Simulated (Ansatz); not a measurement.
# MgO (Fm-3m) in Ansatz: band structure with HSE06

Aim: the band structure of MgO with HSE06.

Everything below comes from runs of Ansatz 0.2.0. Logs are shortened: lines on timing, memory, paths and dates and some standing lists are left out, and cuts for length are marked.

## (1) The crystal as given

It takes space group Fm-3m (No. 225, cubic). The conventional cell has a = 4.194 Å, b = 4.194 Å, c = 4.194 Å, α = 90.00°, β = 90.00°, γ = 90.00°. Mg (site symmetry m-3m) has 6 O at 2.10 Å as nearest neighbours. O (site symmetry m-3m) is surrounded by 6 Mg at 2.10 Å.

The cell is a database's computed one.

## (2) Band structure, HSE06

input.yaml

```yaml
crystal:
  lattice:
    - [0.0, 2.0970013927, 2.0970013927]
    - [2.0970013927, 0.0, 2.0970013927]
    - [2.0970013927, 2.0970013927, 0.0]
  atoms:
    - { symbol: Mg, position: [0.0, 0.0, 0.0] }
    - { symbol: O, position: [0.5, 0.5, 0.5] }
hamiltonian:
  xc: hse06
  pseudopotentials: { kind: paw }
kpoints:
  mp_grid: { grid: [6, 6, 6] }
  band_path:
    path:
      - [[0.0, 0.0, 0.0], [0.5, 0.0, 0.5], [0.5, 0.25, 0.75], [0.375, 0.375, 0.75], [0.0, 0.0, 0.0], [0.5, 0.5, 0.5], [0.625, 0.25, 0.625], [0.5, 0.25, 0.75], [0.5, 0.5, 0.5], [0.375, 0.375, 0.75]]
      - [[0.625, 0.25, 0.625], [0.5, 0.0, 0.5]]
    npoints: 4
scf:
  occupations: { method: fermi_dirac, width: 0.05 }
  n_extra_bands: 6
output:
  forces: true
  stress: true
  eigenvalues: true
  fatbands: false
  write_density: true
  write_potential: true
  elf: true
  volumetric_format: npy
```

Potentials or basis: Ansatz PAW.

Launch:

```console
$ ansatz run input.yaml --threads 2 --pin off --max-ram 5632MiB --backend cpu --events-out ev --progress --plain --runs-dir out
```

The log of the run:

```text
Warning: output.stress: scf.convergence.dr2_threshold = 1e-7 eV (the SCF's general default) is looser than the 2e-10 eV advised for a printed stress (1e-10 eV for each atom of the cell: 2). What an SCF threshold leaves in a stress goes as its square root, and in the free energy as the threshold itself, and one threshold admits the most on a small cell: of the crystals measured, under no hybrid functional and no lock of the moments, on runs that ended without the residual-converged pass, on stresses that held no estimate of that error, the worst erred by over 100 MPa in a component at 1e-7 eV an atom and by under 5 at 1e-10. Set scf.convergence.dr2_threshold to 2e-10 eV or tighter. The threshold is an SCF's pass mark: one that does not reach it within its budget of iterations ends unconverged, or closes short of it on a stop that the run arms, and scf.convergence.dr2_threshold's page says what that costs each kind of run
Warning: output.stress: scf.exx.energy_threshold = 1e-6 eV is looser than the 2e-8 eV advised for a stress under a hybrid functional (1e-8 eV for each atom of the cell: 2). Every SCF of the exchange loop can meet its threshold on dr2 while the loop round them stops early: no threshold on dr2 bounds what that leaves in the stress. Set scf.exx.energy_threshold to 2e-8 eV or tighter. The threshold is the loop's pass mark: a loop that does not reach it within its budget of cycles ends unconverged, and scf.exx.energy_threshold's page has the law
Warning: RAYON_NUM_THREADS=2 ignored (pool sized by the plan → 2); use --threads N
scf.n_extra_bands = 6 over 8 filled bands (N_el = 16.0): the run solves 14 bands
Engine: ansatz 0.2.0, aarch64-unknown-linux-gnu
Pseudopotentials: kind: paw
Pseudopotential: Mg, paw, valence charge 10, recommended cutoff 420 eV (normal), Mg.paw.azcp
Pseudopotential: O, paw, valence charge 6, recommended cutoff 420 eV (normal), O.paw.azcp
Functional definition: HSE06
  parameter a = 0.25
  parameter omega = 0.11/bohr
  exchange = pbe_x - a*pbe_x_sr(omega) + a*exact_x_sr(omega)
  correlation = pbe_c
Crystal: 2 atoms, lattice volume = 18.443 Å³
Basis set: ecut = 420 eV, 339 PW (Γ), exchange–correlation on 40×40×40 points (8 copies of the dense FFT grid, shifted against one another)
Bands: 14, of which v1, the nominal top of the filled ones, is band 8 counted from 1 (7 counted from 0)
Symmetry: 48 space group operations
Space group: Fm-3m (ITA 225), of the structure as read, at distance tolerance 2.6e-5 Å
k-points: 16 of 216
Non-local potential: Mg, projectors of the file, l = 0: 3, l = 1: 2, l = 2: 1
Non-local potential: O, projectors of the file, l = 0: 2, l = 1: 2, l = 2: 1
PAW form: soft (Blöchl's): semilocal exchange-correlation on the pseudo side does not see the compensation charge
PAW frozen core: Mg, regenerated for the run's functional, and the local potential with it (the file was generated under x = pbe(κ = 0.804, μ = 0.2195149727645171), c = pbe(β = 0.06672455060314922))
PAW frozen core: O, regenerated for the run's functional, and the local potential with it (the file was generated under x = pbe(κ = 0.804, μ = 0.2195149727645171), c = pbe(β = 0.06672455060314922))
PAW one-centre angular grid: Mg, 110 points (default); XC on 96 Gauss nodes
PAW one-centre angular grid: O, 110 points (default); XC on 96 Gauss nodes
Initial density: superposition of atomic densities (neutral atoms: chi_scale 0, normalization atom), corrected by the library's trained network
Initial wavefunctions: pseudopotential atomic-orbital guess
Functional: x = pbe(κ = 0.804, μ = 0.2195149727645171), c = pbe(β = 0.06672455060314922), warm-up for x = pbe(κ = 0.804, μ = 0.2195149727645171) + 0.25 (exact − pbe) at short range (hse, ω = 0.20786987370883472 Å⁻¹), c = pbe(β = 0.06672455060314922); HSE06 as pw.x's `hse` composes it (authors' and Libxc's form: `xc: wpbeh`)
SCF iter   1: F=—  HF=-2494.122814 eV  |F-HF|=—  |Δ(HF+E_count)|=         —  Δρ=7.18e-4  dr2=3.99e-5  ethr=1.77e-3  ⟨swp⟩=2.0  Hψ=1473  notcnv=0
preconditioner: auto → none  [insulator: Δε(μ)=4.865 eV  Ē_g=21.425 eV  σ=0.050 eV  W_gap=1.00  n_scr=8 (ndim 8)  ℏωp=24.5 eV  f_vac=0.000  D(μ)=0.00/eV (n_scr^D=0)]
SCF iter   2: F=-2494.122961 eV  HF=-2494.122924 eV  |F-HF|=3.71e-5  |Δ(HF+E_count)|=   1.10e-4  Δρ=3.28e-4  dr2=6.31e-6  ethr=2.49e-7  ⟨swp⟩=2.9  Hψ=384  notcnv=0  defer=2
[... 19 lines left out ...]
preconditioner: auto → none  [insulator: Δε(μ)=6.623 eV  Ē_g=24.026 eV  σ=0.050 eV  W_gap=1.00  n_scr=8 (ndim 8)  ℏωp=24.5 eV  f_vac=0.000  D(μ)=0.00/eV (n_scr^D=0)]
SCF iter   2: F=—  HF=-2494.348571 eV  |F-HF|=—  |Δ(HF+E_count)|=   9.74e-7  Δρ=1.42e-5  dr2=5.38e-8  ethr=1.72e-8  ⟨swp⟩=3.0  Hψ=414  notcnv=0
SCF iter   3: F=—  HF=-2494.348572 eV  |F-HF|=—  |Δ(HF+E_count)|=   2.94e-7  Δρ=1.51e-5  dr2=3.93e-8  ethr=6.14e-11  ⟨swp⟩=4.1  Hψ=654  notcnv=0
SCF iter   4: F=-2494.348571 eV  HF=-2494.348571 eV  |F-HF|=5.50e-11  |Δ(HF+E_count)|=   1.28e-8  Δρ=8.90e-7  dr2=2.50e-10  ethr=6.14e-11  ⟨swp⟩=3.1  Hψ=427  notcnv=0
SCF 3 converged in 4 iterations: F = -2494.348571 eV  dr2 = 2.50e-10
  Residual-converged pass: ⟨swp⟩=2.9  Hψ=370  notcnv=0  max |occ|·‖R‖ = 2.3e-6 eV (tolerance 2.4e-6 eV)  dr2=2.50e-10  dr2_onsite=9.10e-12  max |Δocc| = 0.0e0
hybrid outer 2: dexx = +2.776e-7 eV, tail = 8.12e-9 eV, Δε = 2.94e-3 eV (about 8.51e-5 eV left of the loop's levels)
NSCF: frozen V_eff on 42 k-points
hybrid SCF converged: 2 outer / 9 inner (+2 warm-up), last move |dexx| = 2.78e-7 eV, tail = 8.12e-9 eV
Stability not checked: this state was not tested for a lower state beside it, because the functional holds exact exchange (a hybrid, or Hartree-Fock), whose exchange loop this test does not read (fock_operator; see scf.lower_state_search)
Free energy (F): -2494.348572 eV
Frozen-core exchange: fock
Harris-Foulkes:  -2494.348572 eV  (|F-HF|=5.50e-11)
Internal energy: -2494.348572 eV  (E = F + TS)
E sigma→0 (E₀):  -2494.348572 eV
Fermi energy:    10.378752 eV
--- Per-component energies (eV) ---
  E_band       = -337.318264
  E_kinetic    = 257.207904
  E_local      = -1594.625555  (includes V_loc(G=0)·N_el)
  E_nonlocal   = 141.114688
  E_hartree    = 552.439913
  E_xc         = -84.962073
  E_vxc        = -107.884077  (∫ρ·V_xc dr)
  E_exx        = -71.543084  (= α·E_x^exact, valence–valence)
  E_paw        = -399.002661  (= ΣΔE_a)
  E_vpaw       = 5.072395  (= ΣTr[D̂ρ^β])
  E_aug_tail   = 0.002494  (compensation charges beyond the density's cutoff)
  E_ewald      = -1294.918655
  E_core_change = -0.061541  (= ΣΔE_core)
  E_smearing   = -0.000000  (= −TS)
  E_closure    = 0.000000  (closes the sum)
  Σ components = -2494.348572   (vs F -2494.348572, Δ=0.00e0)
--- Forces (eV/Å), atoms counted from 1 ---
  atom   1  Mg    -0.00000000     0.00000000     0.00000000
  atom   2  O      0.00000000     0.00000000    -0.00000000
  max |Σ_I F_I| component: 1.32e-29 eV/Å
--- Stress (GPa, compression-positive) ---
        0.889657      -0.000000      -0.000000
       -0.000000       0.889657      -0.000000
       -0.000000      -0.000000       0.889657
  P = ⅓ Tr σ = 0.8897 GPa (8.897 kbar)
--- Band table (eV; the first three rows and the last of 16) ---
  k-point 0: bands = ["-69.5418", "-34.4115", "-34.4115", "-34.4115", "-11.8425", "7.0377", "7.0377", "7.0377", "13.6594", "24.9035", "24.9035", "24.9035", "28.7804", "30.8320"]
  k-point 1: bands = ["-69.5395", "-34.4347", "-34.4135", "-34.4135", "-11.5285", "5.4683", "6.8445", "6.8445", "15.1192", "22.5328", "25.5276", "25.5276", "29.5923", "29.5923"]
  k-point 2: bands = ["-69.5349", "-34.4806", "-34.4175", "-34.4175", "-10.8256", "3.1074", "6.4826", "6.4826", "16.6592", "21.5911", "25.8246", "25.8246", "30.3288", "30.3288"]
  k-point 15: bands = ["-69.5294", "-34.4768", "-34.4534", "-34.4431", "-10.1368", "3.2019", "4.6175", "5.2298", "19.5297", "20.6621", "21.8053", "25.9886", "29.8161", "34.1366"]
```

bands.tsv:

```text
# k_distance	band_0	band_1	band_2	band_3	band_4	band_5	band_6	band_7	band_8	band_9	band_10	band_11	band_12	band_13
# fermi_ev = 10.378769
# lock_threshold_ev = 1e-6
# [0, 0, 0] at k_distance = 0.000000
[... 55 lines left out ...]
9.219576	-79.908218	-44.859561	-44.833037	-44.815842	-20.537401	-7.380888	-5.763351	-4.691580	8.348649	9.944479	11.766248	17.513086	17.658372	25.718300
9.351993	-79.908129	-44.863844	-44.826521	-44.818366	-20.549925	-7.581702	-5.292702	-4.761020	7.992199	9.285498	11.990870	17.845758	17.982792	25.373702
9.484411	-79.908099	-44.866520	-44.822097	-44.819978	-20.562548	-7.704223	-4.946710	-4.803538	7.682604	8.874131	12.136645	18.170364	18.218472	24.891207
9.616829	-79.908093	-44.867430	-44.820533	-44.820533	-20.567636	-7.745474	-4.818058	-4.818058	7.553368	8.742719	12.186897	18.305564	18.305564	24.709672
```

rho_z.tsv:

```text
# z_ang	rho[e/angstrom^3]
# format = ansatz-planar-average/11
# lattice	0.000000000	2.097001393	2.097001393
# lattice	2.097001393	0.000000000	2.097001393
# lattice	2.097001393	2.097001393	0.000000000
# sites	2
# site	12	0.000000000	0.000000000	0.000000000
# site	8	2.097001393	2.097001393	2.097001393
0.000000	1.772715e0
0.148280	1.599528e0
0.296561	1.182730e0
0.444841	7.487271e-1
0.593122	4.779793e-1
0.741402	4.113759e-1
[... 12 lines left out ...]
2.669047	1.182730e0
2.817327	1.599528e0
```

Wall time 50 s (2 threads of Arm Neoverse V1, shared host); peak memory 0.53 GiB.

Results:

```
Free energy             : -2494.3486 eV
Pressure                : 0.9 GPa
Band gap on the k mesh  : 6.62 eV, direct
Band gap along the path : 6.62 eV, direct
```

Levels at the corners of the path, in eV from the valence-band top:
| point | band 5 | band 6 | band 7 | band 8 | band 9 | band 10 | band 11 | band 12 |
| --- | --- | --- | --- | --- | --- | --- | --- | --- |
| Γ | -18.88 | 0.00 | 0.00 | 0.00 | 6.62 | 17.87 | 17.87 | 17.87 |
| X | -17.23 | -4.40 | -1.48 | -1.48 | 10.89 | 12.08 | 15.53 | 21.65 |
| W | -17.16 | -3.19 | -3.19 | -1.91 | 13.77 | 13.77 | 14.44 | 17.88 |
| K | -17.20 | -3.77 | -2.92 | -1.26 | 12.02 | 14.02 | 14.83 | 20.65 |
| Γ | -18.88 | 0.00 | 0.00 | 0.00 | 6.62 | 17.87 | 17.87 | 17.87 |
| L | -17.46 | -4.97 | -0.73 | -0.73 | 9.79 | 15.05 | 18.53 | 18.53 |
| U | -17.20 | -3.77 | -2.92 | -1.26 | 12.02 | 14.02 | 14.83 | 20.65 |
| W | -17.16 | -3.19 | -3.19 | -1.91 | 13.77 | 13.77 | 14.44 | 17.88 |
| L | -17.46 | -4.97 | -0.73 | -0.73 | 9.79 | 15.05 | 18.53 | 18.53 |
| K | -17.20 | -3.77 | -2.92 | -1.26 | 12.02 | 14.02 | 14.83 | 20.65 |
| U | -17.20 | -3.77 | -2.92 | -1.26 | 12.02 | 14.02 | 14.83 | 20.65 |
| X | -17.23 | -4.40 | -1.48 | -1.48 | 10.89 | 12.08 | 15.53 | 21.65 |

Caveat: the k mesh is coarse (spacing up to 0.43 Å⁻¹), so the values aren't converged, least of all with exact exchange; the pressure holds a Pulay correction of +0.4 GPa for the finite cutoff; the PAW data sets come from PBE, with cores solved anew for the run's functional, which leaves a small shift of forces and pressure; the thresholds are loose for stress.
